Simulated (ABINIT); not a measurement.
BN:

```xyz
2
Lattice="0.0000 1.8130 1.8130 1.8130 0.0000 1.8130 1.8130 1.8130 0.0000" Properties=species:S:1:pos:R:3 pbc="T T T"
N     0.9065    0.9065    0.9065
B     0.0000    0.0000    0.0000
```

The cell is a database's computed one.

Base run:

| Quantity | Value |
| --- | --- |
| Program | ABINIT 10.8.3 (patched build) |
| Functional | HSE06 |
| Potentials or basis | PseudoDojo NC SR PBE v0.4.1 standard |
| Cutoff | 952 eV |
| k mesh | 8 × 8 × 8 |
| Occupations | fixed |
| Spin | no spin polarisation |

Its results: band gap on the k mesh 5.90 eV, indirect (least direct gap 10.54 eV); pressure -9.0 GPa.

The run is repeated on the same cell with these changes: functional from HSE06 to PBE. What comes out?

Band gap on the k mesh 4.52 eV, indirect (least direct gap 8.83 eV); pressure -2.0 GPa.

HSE06 gives the wider gap, since exact exchange removes part of the self-interaction.

Caveats: Libxc's HSE differs a little from that of other programs (some runs); the potentials were made for another functional, which shifts forces and pressure (some runs).

A k mesh can miss the band edges.
